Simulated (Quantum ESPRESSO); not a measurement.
# WC (Cmmm) in Quantum ESPRESSO: further runs, part 2 of 2

Quantum ESPRESSO 7.5.

**3. Wannier functions, PBEsol**

The input, pw.in:

```
&CONTROL
  calculation = 'scf'
  prefix = 'pwscf'
  outdir = './tmp'
  pseudo_dir = './pseudo'
  tprnfor = .true.
  tstress = .true.
  disk_io = 'low'
/
&SYSTEM
  ibrav = 0
  celldm(1) = 8
  nat = 2
  ntyp = 2
  ecutwfc = 82
  nbnd = 15
  occupations = 'smearing'
  smearing = 'fd'
  degauss = 0.00367493
/
&ELECTRONS
  conv_thr = 4d-10
  electron_maxstep = 120
  mixing_beta = 0.5
/
ATOMIC_SPECIES
W    183.8400 W.upf
C     12.0110 C.upf
CELL_PARAMETERS alat
  0.3874756121869  -0.5003139440722   0.0000000000000
  0.3874756121869   0.5003139440722   0.0000000000000
  0.0000000000000   0.0000000000000   1.0179532043354
ATOMIC_POSITIONS crystal
W      0.5000000000    0.5000000000    0.5000000000
C      0.0000000000    0.0000000000    0.0000000000
K_POINTS automatic
8 8 5 0 0 0
```

nscf.in is that of step 2.

The input, pw2wan.in:

```
&INPUTPP
  prefix = 'pwscf'
  outdir = './tmp'
  seedname = 'w'
  write_mmn = .true.
  write_amn = .true.
/
```

bands.in is that of step 2.

Changes to w.win since step 2:

```diff
@@ -3,3 +3,3 @@
 guiding_centres = true
-dis_froz_max = 15.5
+dis_froz_max = 14.5
 dis_num_iter = 600
@@ -7,3 +7,3 @@
 dis_conv_tol = 1.0d-9
-num_iter = 1200
+num_iter = 0
 search_shells = 100
```

Potentials or basis: PseudoDojo 0.4.1 SR PBEsol standard.

Launch:

```console
> OMP_NUM_THREADS=1 pw.x -in pw.in > pw.out
> OMP_NUM_THREADS=1 pw.x -in nscf.in > nscf.out
> wannier90.x -pp w
> OMP_NUM_THREADS=1 pw2wannier90.x -in pw2wan.in > pw2wan.out
> wannier90.x w
> OMP_NUM_THREADS=1 pw.x -in bands.in > bands.out
```

pw.out:

```text
This program is part of the open-source Quantum ESPRESSO suite
     for quantum simulation of materials; please cite
[... 9 lines left out ...]
     --------------------
     sticks:   dense  smooth     PW     G-vecs:    dense   smooth      PW
     Sum         651     651    201                20329    20329    3499

     Using Slab Decomposition

     bravais-lattice index     =            0
     lattice parameter (alat)  =       8.0000  a.u.
     unit-cell volume          =     202.0760 (a.u.)^3
     number of atoms/cell      =            2
     number of atomic types    =            2
     number of electrons       =        18.00
     number of Kohn-Sham states=           15
     kinetic-energy cutoff     =      82.0000  Ry
     charge density cutoff     =     328.0000  Ry
     scf convergence threshold =      4.0E-10
     mixing beta               =       0.5000
     number of iterations used =            8  plain     mixing
     Exchange-correlation= PBESOL
                           (   1   4  10   8   0   0   0)

     celldm(1)=   8.000000  celldm(2)=   0.000000  celldm(3)=   0.000000
     celldm(4)=   0.000000  celldm(5)=   0.000000  celldm(6)=   0.000000

     crystal axes: (cart. coord. in units of alat)
               a(1) = (   0.387476  -0.500314   0.000000 )
               a(2) = (   0.387476   0.500314   0.000000 )
               a(3) = (   0.000000   0.000000   1.017953 )

     reciprocal axes: (cart. coord. in units 2 pi/alat)
               b(1) = (  1.290404 -0.999373  0.000000 )
               b(2) = (  1.290404  0.999373 -0.000000 )
               b(3) = ( -0.000000  0.000000  0.982363 )

     PseudoPot. # 1 for W  read from file:
     W.upf
     Pseudo is Norm-conserving + core correction, Zval = 14.0
     Generated using ONCVPSP code by D. R. Hamann
     Using radial grid of 1396 points,  8 beta functions with:
                l(1) =   0
                l(2) =   0
                l(3) =   1
                l(4) =   1
                l(5) =   2
                l(6) =   2
                l(7) =   3
                l(8) =   3

     PseudoPot. # 2 for C  read from file:
     C.upf
     Pseudo is Norm-conserving + core correction, Zval =  4.0
     Generated using ONCVPSP code by D. R. Hamann
     Using radial grid of 1248 points,  4 beta functions with:
                l(1) =   0
                l(2) =   0
                l(3) =   1
                l(4) =   1

     atomic species   valence    mass     pseudopotential
     W                14.00   183.84000     W ( 1.00)
     C                 4.00    12.01100     C ( 1.00)

      8 Sym. Ops., with inversion, found

   Cartesian axes

     site n.     atom                  positions (alat units)
         1        W      tau(   1) = (   0.3874756   0.0000000   0.5089766  )
         2        C      tau(   2) = (   0.0000000   0.0000000   0.0000000  )

     number of k points=    63  Fermi-Dirac smearing, width (Ry)=  0.0037
                       cart. coord. in units 2pi/alat
        k(    1) = (   0.0000000   0.0000000   0.0000000), wk =   0.0062500
        k(    2) = (   0.0000000   0.0000000   0.1964727), wk =   0.0125000
        k(    3) = (   0.0000000   0.0000000   0.3929454), wk =   0.0125000
        k(    4) = (   0.1613005   0.1249216   0.0000000), wk =   0.0250000
        k(    5) = (   0.1613005   0.1249216   0.1964727), wk =   0.0500000
        k(    6) = (   0.1613005   0.1249216   0.3929454), wk =   0.0500000
[... 55 lines left out ...]
        k(   62) = (  -1.2904038   0.0000000   0.1964727), wk =   0.0125000
        k(   63) = (  -1.2904038   0.0000000   0.3929454), wk =   0.0125000

     Dense  grid:    20329 G-vectors     FFT dimensions: (  30,  30,  48)

     Initial potential from superposition of free atoms

     starting charge      17.9995, renormalised to      18.0000
     Starting wfcs are   14 randomized atomic wfcs +    1 random wfcs

     Self-consistent Calculation

     iteration #  1     ecut=    82.00 Ry     beta= 0.50
     Davidson diagonalization with overlap
     ethr =  1.00E-02,  avg # of iterations =  3.9

     Threshold (ethr) on eigenvalues was too large:
     Diagonalizing with lowered threshold

     Davidson diagonalization with overlap
     ethr =  5.76E-04,  avg # of iterations =  1.2

     total energy              =    -163.22933021 Ry
     estimated scf accuracy    <       0.10550958 Ry
[... 57 lines left out ...]
     iteration # 10     ecut=    82.00 Ry     beta= 0.50
     Davidson diagonalization with overlap
     ethr =  6.43E-12,  avg # of iterations =  3.2

     End of self-consistent calculation

          k = 0.0000 0.0000 0.0000 (  2565 PWs)   bands (ev):

   -61.1654 -25.4421 -24.8143 -24.5450   1.2392   7.9940  10.2094  10.3098
    15.3944  15.6215  15.6717  16.2591  16.2993  16.4551  25.0987
[... 293 lines left out ...]
   -61.0368 -25.5902 -25.3569 -25.2507   4.8945   8.3257  10.3251  11.0952
    12.7128  14.5331  15.3376  16.1240  17.0234  18.1950  22.2037

          k =-1.2904 0.0000 0.0000 (  2548 PWs)   bands (ev):

   -61.0146 -25.7562 -25.4458 -25.2127   5.3039   9.8429  10.1742  10.9544
    12.6287  12.8265  13.3455  14.5435  19.7055  20.3914  24.0356

          k =-1.2904 0.0000 0.1965 (  2542 PWs)   bands (ev):

   -61.0146 -25.7560 -25.4456 -25.2141   5.5337   9.1906   9.2245  11.4294
    12.3866  13.3564  14.4362  15.5627  19.6510  19.7063  23.0962

          k =-1.2904 0.0000 0.3929 (  2512 PWs)   bands (ev):

   -61.0145 -25.7556 -25.4452 -25.2164   6.0830   8.1057   8.5726  10.7479
    13.6931  14.2097  15.9556  16.9559  18.0934  19.7077  21.3988

     the Fermi energy is    13.5013 ev

!    total energy              =    -163.25935333 Ry
     estimated scf accuracy    <          2.3E-10 Ry
     smearing contrib. (-TS)   =      -0.00122728 Ry
     internal energy E=F+TS    =    -163.25812605 Ry

     The total energy is F=E-TS. E is the sum of the following terms:
     one-electron contribution =     -39.76317294 Ry
     hartree contribution      =      26.55232199 Ry
     xc contribution           =     -36.50362007 Ry
     ewald contribution        =    -113.54365502 Ry

     convergence has been achieved in  10 iterations

     Forces acting on atoms (cartesian axes, Ry/au):

     atom    1 type  1   force =     0.00000000    0.00000000    0.00000000
     atom    2 type  2   force =     0.00000000    0.00000000    0.00000000

     Total force =     0.000000     Total SCF correction =     0.000000

     Computing stress (Cartesian axis) and pressure

          total   stress  (Ry/bohr**3)                   (kbar)     P=     -369.57
  -0.00277915   0.00000000   0.00000000         -408.83        0.00        0.00
  -0.00000000  -0.00057110   0.00000000           -0.00      -84.01        0.00
   0.00000000   0.00000000  -0.00418667            0.00        0.00     -615.88

=------------------------------------------------------------------------------=
   JOB DONE.
=------------------------------------------------------------------------------=
```

Wall time 2.4 min (1 thread of Intel Xeon 6975P-C (Granite Rapids), shared host); peak memory 0.18 GiB.

What came out:

| Property | Result |
| --- | --- |
| Free energy | -2221.2567 eV |
| Pressure | -37.0 GPa |
| Band gap on the k mesh | none (metal or under the smearing width) |
| Total Wannier spread | 19.95 Å² over 13 functions |
| RMS miss of the Wannier bands | 0.033 eV |

Levels at the corners of the path, in eV from the Fermi level:
```tsv
point	band 5	band 6	band 7	band 8	band 9	band 10	band 11	band 12	band 13	band 14
Γ	-12.26	-5.51	-3.29	-3.19	1.89	2.12	2.17	2.76	2.80	2.95
X	-8.12	-3.02	-2.95	-2.68	-2.50	-2.15	2.06	2.59	3.12	8.66
S	-9.02	-5.83	-4.77	-3.62	1.92	1.96	2.63	3.57	4.42	4.75
R	-9.57	-4.39	-3.96	-2.45	-0.59	0.27	2.29	2.44	2.65	6.49
A	-7.82	-4.91	-4.56	-2.54	0.59	1.36	1.71	1.92	2.68	7.19
Z	-11.30	-7.91	-3.27	-2.61	0.26	2.10	2.67	3.73	4.49	6.19
Γ	-12.26	-5.51	-3.29	-3.19	1.89	2.12	2.17	2.76	2.80	2.95
Y	-8.20	-3.66	-3.33	-2.55	-0.87	-0.67	-0.16	1.04	6.20	6.89
X1	-8.12	-3.02	-2.95	-2.68	-2.50	-2.15	2.06	2.59	3.12	8.66
A1	-7.82	-4.91	-4.56	-2.54	0.59	1.36	1.71	1.92	2.68	7.19
T	-7.27	-5.62	-5.01	-2.84	0.27	1.12	2.72	3.70	4.20	6.21
Y	-8.20	-3.66	-3.33	-2.55	-0.87	-0.67	-0.16	1.04	6.20	6.89
Z	-11.30	-7.91	-3.27	-2.61	0.26	2.10	2.67	3.73	4.49	6.19
T	-7.27	-5.62	-5.01	-2.84	0.27	1.12	2.72	3.70	4.20	6.21
```

Wannier functions:
```csv
function,nearest atom,distance (Å),spread (Å²),on-site energy from the reference level (eV)
1,1 W,0.00,2.48,4.80
2,1 W,0.00,2.73,9.95
3,1 W,0.00,2.87,11.99
4,1 W,0.00,3.03,12.10
5,1 W,0.00,1.19,0.51
6,1 W,0.00,1.21,0.42
7,1 W,0.00,1.33,0.25
8,1 W,0.00,1.16,0.29
9,1 W,0.00,0.98,0.74
10,2 C,0.00,0.76,-7.85
11,2 C,0.00,0.72,0.42
12,2 C,0.00,0.75,0.57
13,2 C,0.00,0.74,0.47
```

Parts of the spread (Å²): invariant 11.54, diagonal 0.000, off-diagonal 8.41, total 19.95. Against the direct bands the interpolation misses by 33 meV (root mean square) and 307 meV at most, for states up to 1 eV over the reference level.

Caveat: a pressure of tens of GPa on the cell as given is suspect, and the run, the potentials or the cell itself is likely at fault; spin-orbit coupling is left out, which moves the levels of the heavy elements.

**4. Wannier functions, PBEsol**

pw.in is that of step 3.

nscf.in is that of step 3.

pw2wan.in: that of step 3 with these lines changed.

```diff
@@ -6,2 +6,6 @@
   write_amn = .true.
+  scdm_proj = .true.
+  scdm_entanglement = 'erfc'
+  scdm_mu = 17.5
+  scdm_sigma = 1
 /
```

bands.in is that of step 3.

Changes to w.win since step 3:

```diff
@@ -2,8 +2,5 @@
 num_bands = 22
-guiding_centres = true
-dis_froz_max = 14.5
-dis_num_iter = 600
-dis_mix_ratio = 0.5
-dis_conv_tol = 1.0d-9
-num_iter = 0
+auto_projections = true
+dis_num_iter = 0
+num_iter = 1200
 search_shells = 100
@@ -18,6 +15,2 @@
 exclude_bands = 1-4
-begin projections
-W: s;p;d
-C: s;p
-end projections
 begin unit_cell_cart
```

Potentials or basis: PseudoDojo 0.4.1 SR PBEsol standard.

Launch:

```console
> OMP_NUM_THREADS=1 pw.x -in pw.in > pw.out
> OMP_NUM_THREADS=1 pw.x -in nscf.in > nscf.out
> wannier90.x -pp w
> OMP_NUM_THREADS=1 pw2wannier90.x -in pw2wan.in > pw2wan.out
> wannier90.x w
> OMP_NUM_THREADS=1 pw.x -in bands.in > bands.out
```

pw.out:

```text
This program is part of the open-source Quantum ESPRESSO suite
     for quantum simulation of materials; please cite
[... 9 lines left out ...]
     --------------------
     sticks:   dense  smooth     PW     G-vecs:    dense   smooth      PW
     Sum         651     651    201                20329    20329    3499

     Using Slab Decomposition

     bravais-lattice index     =            0
     lattice parameter (alat)  =       8.0000  a.u.
     unit-cell volume          =     202.0760 (a.u.)^3
     number of atoms/cell      =            2
     number of atomic types    =            2
     number of electrons       =        18.00
     number of Kohn-Sham states=           15
     kinetic-energy cutoff     =      82.0000  Ry
     charge density cutoff     =     328.0000  Ry
     scf convergence threshold =      4.0E-10
     mixing beta               =       0.5000
     number of iterations used =            8  plain     mixing
     Exchange-correlation= PBESOL
                           (   1   4  10   8   0   0   0)

     celldm(1)=   8.000000  celldm(2)=   0.000000  celldm(3)=   0.000000
     celldm(4)=   0.000000  celldm(5)=   0.000000  celldm(6)=   0.000000

     crystal axes: (cart. coord. in units of alat)
               a(1) = (   0.387476  -0.500314   0.000000 )
               a(2) = (   0.387476   0.500314   0.000000 )
               a(3) = (   0.000000   0.000000   1.017953 )

     reciprocal axes: (cart. coord. in units 2 pi/alat)
               b(1) = (  1.290404 -0.999373  0.000000 )
               b(2) = (  1.290404  0.999373 -0.000000 )
               b(3) = ( -0.000000  0.000000  0.982363 )

[... 100 lines left out ...]
        k(   63) = (  -1.2904038   0.0000000   0.3929454), wk =   0.0125000

     Dense  grid:    20329 G-vectors     FFT dimensions: (  30,  30,  48)

     Initial potential from superposition of free atoms

     starting charge      17.9995, renormalised to      18.0000
     Starting wfcs are   14 randomized atomic wfcs +    1 random wfcs

     Self-consistent Calculation

     iteration #  1     ecut=    82.00 Ry     beta= 0.50
     Davidson diagonalization with overlap
     ethr =  1.00E-02,  avg # of iterations =  3.9

     Threshold (ethr) on eigenvalues was too large:
     Diagonalizing with lowered threshold

     Davidson diagonalization with overlap
     ethr =  5.76E-04,  avg # of iterations =  1.2

     total energy              =    -163.22933021 Ry
     estimated scf accuracy    <       0.10550958 Ry
[... 57 lines left out ...]
     iteration # 10     ecut=    82.00 Ry     beta= 0.50
     Davidson diagonalization with overlap
     ethr =  6.43E-12,  avg # of iterations =  3.2

     End of self-consistent calculation

          k = 0.0000 0.0000 0.0000 (  2565 PWs)   bands (ev):

   -61.1654 -25.4421 -24.8143 -24.5450   1.2392   7.9940  10.2094  10.3098
    15.3944  15.6215  15.6717  16.2591  16.2993  16.4551  25.0987
[... 308 lines left out ...]
   -61.0145 -25.7556 -25.4452 -25.2164   6.0830   8.1057   8.5726  10.7479
    13.6931  14.2097  15.9556  16.9559  18.0934  19.7077  21.3988

     the Fermi energy is    13.5013 ev

!    total energy              =    -163.25935333 Ry
     estimated scf accuracy    <          2.3E-10 Ry
     smearing contrib. (-TS)   =      -0.00122728 Ry
     internal energy E=F+TS    =    -163.25812605 Ry

     The total energy is F=E-TS. E is the sum of the following terms:
     one-electron contribution =     -39.76317294 Ry
     hartree contribution      =      26.55232199 Ry
     xc contribution           =     -36.50362007 Ry
     ewald contribution        =    -113.54365502 Ry

     convergence has been achieved in  10 iterations

     Forces acting on atoms (cartesian axes, Ry/au):

     atom    1 type  1   force =     0.00000000    0.00000000    0.00000000
     atom    2 type  2   force =     0.00000000    0.00000000    0.00000000

     Total force =     0.000000     Total SCF correction =     0.000000

     Computing stress (Cartesian axis) and pressure

          total   stress  (Ry/bohr**3)                   (kbar)     P=     -369.57
  -0.00277915   0.00000000   0.00000000         -408.83        0.00        0.00
   0.00000000  -0.00057110   0.00000000            0.00      -84.01        0.00
   0.00000000   0.00000000  -0.00418667            0.00        0.00     -615.88

=------------------------------------------------------------------------------=
   JOB DONE.
=------------------------------------------------------------------------------=
```

nscf.out:

```text
This program is part of the open-source Quantum ESPRESSO suite
     for quantum simulation of materials; please cite
         "P. Giannozzi et al., J. Phys.:Condens. Matter 21 395502 (2009);
         "P. Giannozzi et al., J. Phys.:Condens. Matter 29 465901 (2017);
         "P. Giannozzi et al., J. Chem. Phys. 152 154105 (2020);
     in publications or presentations arising from this work. More details at

[... 86 lines left out ...]

     Number of k-points >= 100: set verbosity='high' to print the bands.

     the Fermi energy is    13.6592 ev
     (compare with:    13.5013 eV, computed in scf)

=------------------------------------------------------------------------------=
   JOB DONE.
=------------------------------------------------------------------------------=
```

w-pp.out:

```text
b_k Directions (Ang^-1)                          |
 |                           -----------------------                          |
 |            No.           x           y           z                         |
 |            ---        --------------------------------                     |
 |             1         0.000000    0.000000    0.364503                     |
 |             2         0.319200    0.247209    0.000000                     |
 |             3         0.319200   -0.247209    0.000000                     |
 |             4         0.000000   -0.494419    0.000000                     |
 +----------------------------------------------------------------------------+

 Time to get kmesh              0.107 (sec)
 *============================================================================*
 |                              MEMORY ESTIMATE                               |
 *============================================================================*
 |                        Disentanglement           13.24 Mb                  |
 |                            Wannierise:            8.73 Mb                  |
 |                          plot_wannier:            8.73 Mb                  |
 *----------------------------------------------------------------------------*

 Starting a new Wannier90 calculation ...

 Time to write kmesh            0.114 (sec)

 Exiting... w.nnkp written.
```

It took 2.2 min on 1 thread of Intel Xeon 6975P-C (Granite Rapids), shared host; peak memory 0.18 GiB.

What came out:

| Item | Value |
| --- | --- |
| Free energy | -2221.2567 eV |
| Pressure | -37.0 GPa |
| Band gap on the k mesh | none (metal or under the smearing width) |
| Total Wannier spread | 25.13 Å² over 13 functions |
| RMS miss of the Wannier bands | 0.034 eV |

Levels at the corners of the path, in eV from the Fermi level:
| point | band 7 | band 8 | band 9 | band 10 | band 11 | band 12 |
| --- | --- | --- | --- | --- | --- | --- |
| Γ | -3.29 | -3.19 | 1.89 | 2.12 | 2.17 | 2.76 |
| X | -2.95 | -2.68 | -2.50 | -2.15 | 2.06 | 2.59 |
| S | -4.77 | -3.62 | 1.92 | 1.96 | 2.63 | 3.57 |
| R | -3.96 | -2.45 | -0.59 | 0.27 | 2.29 | 2.44 |
| A | -4.56 | -2.54 | 0.59 | 1.36 | 1.71 | 1.92 |
| Z | -3.27 | -2.61 | 0.26 | 2.10 | 2.67 | 3.73 |
| Γ | -3.29 | -3.19 | 1.89 | 2.12 | 2.17 | 2.76 |
| Y | -3.33 | -2.55 | -0.87 | -0.67 | -0.16 | 1.04 |
| X1 | -2.95 | -2.68 | -2.50 | -2.15 | 2.06 | 2.59 |
| A1 | -4.56 | -2.54 | 0.59 | 1.36 | 1.71 | 1.92 |
| T | -5.01 | -2.84 | 0.27 | 1.12 | 2.72 | 3.70 |
| Y | -3.33 | -2.55 | -0.87 | -0.67 | -0.16 | 1.04 |
| Z | -3.27 | -2.61 | 0.26 | 2.10 | 2.67 | 3.73 |
| T | -5.01 | -2.84 | 0.27 | 1.12 | 2.72 | 3.70 |

Wannier functions:
```tsv
function	nearest atom	distance (Å)	spread (Å²)	on-site energy from the reference level (eV)
1	2 C	0.39	0.78	-0.81
2	2 C	0.40	0.81	-1.09
3	2 C	0.41	0.79	-1.14
4	1 W	0.08	1.25	0.93
5	1 W	0.22	1.85	2.21
6	1 W	0.96	3.16	5.55
7	1 W	0.91	2.47	4.57
8	1 W	0.87	2.47	4.41
9	1 W	0.03	1.24	1.50
10	2 C	0.42	0.77	-1.08
11	1 W	0.01	1.24	1.28
12	1 W	1.12	3.38	6.36
13	1 W	1.45	4.92	7.04
```

Parts of the spread (Å²): invariant 16.89, diagonal 0.803, off-diagonal 7.44, total 25.13. Against the direct bands the interpolation misses by 34 meV (root mean square) and 237 meV at most, for states up to 1 eV over the reference level.

Caveat: a pressure of tens of GPa on the cell as given is suspect, and the run, the potentials or the cell itself is likely at fault; spin-orbit coupling is left out, which moves the levels of the heavy elements.

**5. Overview**

| projections | iterations | gap on the mesh (eV) | pressure (GPa) |
| --- | --- | --- | --- |
| W spd, C sp | - | none | -37.0 |
| W spd, C sp | 0 | none | -37.0 |
| - | - | none | -37.0 |

Alike in all rows: task Wannier functions; level PBEsol; potentials or basis PseudoDojo 0.4.1 SR PBEsol standard; no spin polarisation; cell as given; k mesh 8 × 8 × 5; cutoff (eV) 1116; smearing fermi-dirac 0.05 eV.

Every run on the cell as given and a fine mesh finds a metal.

Caveats: a pressure of tens of GPa on the cell as given is suspect, and the run, the potentials or the cell itself is likely at fault; spin-orbit coupling is left out, which moves the levels of the heavy elements; the Wannier minimisation didn't converge (some runs).

Total energies depend on the potentials used, so only differences within one code and one set of settings carry meaning.
